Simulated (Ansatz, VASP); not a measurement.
# Si2Mo in VASP and in Ansatz

File POSCAR:

```
Si2Mo
1.0
    0.0000000000      0.0000000000      7.9407475500
    3.2324630700      0.0000000000      0.0000000000
    0.0000000000      3.2324630700      0.0000000000
Mo Si
2 4
Direct
    0.0000000000      0.0000000000      0.0000000000
    0.5000000000      0.5000000000      0.5000000000
    0.3330000000      0.0000000000      0.0000000000
    0.8330000000      0.5000000000      0.5000000000
    0.1670000000      0.5000000000      0.5000000000
    0.6670000000      0.0000000000      0.0000000000
```

Contents of INCAR.step1:

```
SYSTEM = Si2Mo
PREC = Accurate ; ENCUT = 520
ISMEAR = -1 ; SIGMA = 0.1
LREAL = .False. ; LASPH = .True.
NELM = 150 ; ISPIN = 2
MAGMOM = 0 0 0 0 0 0 ; LMAXMIX = 4
NBANDS = 35 ; GGA = PE
ALGO = Normal ; EDIFF = 1E-4
LWAVE = .True. ; LCHARG = .False.
```

INCAR.step2

```
SYSTEM = Si2Mo
PREC = Accurate ; ENCUT = 520
EDIFF = 1E-6 ; ISMEAR = -1
SIGMA = 0.1 ; LREAL = .False.
LASPH = .True. ; NELM = 150
ALGO = Normal ; ISIF = 2
LWAVE = .False. ; LCHARG = .False.
ISPIN = 2 ; MAGMOM = 0 0 0 0 0 0
LORBIT = 11 ; LMAXMIX = 4
METAGGA = R2SCAN ; LMIXTAU = .True.
NBANDS = 35 ; ISTART = 1
```

KPOINTS

```
regular mesh
0
Gamma
  3 7 7
  0 0 0
```

Input for Ansatz:

```yaml
crystal:
  lattice:
    - [0.0, 0.0, 7.94074755]
    - [3.23246307, 0.0, 0.0]
    - [0.0, 3.23246307, 0.0]
  atoms:
    - { symbol: Mo, position: [0.0, 0.0, 0.0] }
    - { symbol: Mo, position: [0.5, 0.5, 0.5] }
    - { symbol: Si, position: [0.333, 0.0, 0.0] }
    - { symbol: Si, position: [0.833, 0.5, 0.5] }
    - { symbol: Si, position: [0.167, 0.5, 0.5] }
    - { symbol: Si, position: [0.667, 0.0, 0.0] }
kpoints:
  mp_grid: { grid: [3, 7, 7], shift: [0, 0, 0] }
  band_path:
    path:
      - [0.0, 0.0, 0.0]
      - [0.0, 0.5, 0.5]
      - [0.5, 0.5, 0.5]
      - [0.5, 0.5, 0.0]
      - [0.0, 0.0, 0.0]
      - [1.0, 0.0, 0.0]
      - [1.0, 0.41714583, 0.0]
      - [0.0, 0.58285417, 0.0]
      - [0.0, 0.0, 0.0]
      - [0.0, 0.5, 0.5]
      - [0.0, 0.58285417, 0.41714583]
    npoints: 6
magnetization:
  spin_polarized: true
scf:
  occupations: { method: fermi_dirac }
  lower_state_search: "off"
  max_iter: 200
hamiltonian:
  pseudopotentials: { kind: paw }
  xc: r2scan
basis:
  ecutwfc: 500
  fft_grid_basis: typed
output:
  forces: true
  stress: true
  eigenvalues: true
  bader: true
  populations: true
  elf: true
  write_potential: true
  volumetric_format: npy
  dos:
    e_range: [-12, 8]
    de: 0.05
    projected: { site_lists: { Mo: [Mo], Si: [Si] } }
checkpoint:
  read: saved_state
```

Alike in both runs: task single point; functional r2SCAN; k mesh 3 × 7 × 7; collinear spin.

|  | VASP | Ansatz |
| --- | --- | --- |
| version | VASP 6.6.1 | Ansatz 0.2.0 |
| potentials or method | VASP PAW PBE potentials, release 64 (Mo_sv, Si) | PAW plane waves |
| plane-wave cutoff (eV) | 520 | 500 |
| occupations | fermi-dirac, width 0.1 eV | fermi-dirac |
| valence electrons in the cell | 44 | 44 |

|  | VASP | Ansatz | Ansatz less VASP |
| --- | --- | --- | --- |
| pressure (GPa) | -7.2 | -7.6 | -0.35 |
| largest component of the traceless stress (GPa) | 2.32 | 2.30 | -0.017 |
| rms of the force components (eV/Å) | 0.184 | 0.187 | +0.0034 |
| net moment per atom (μB) | 0.00 | 0.00 | 0.000 |

Atom by atom the forces differ by 0.003 eV/Å (rms over components). Ansatz warned: «no_starting_moments».

Caveats: the PAW data sets were made with another functional, which shifts forces and pressure a little (VASP).
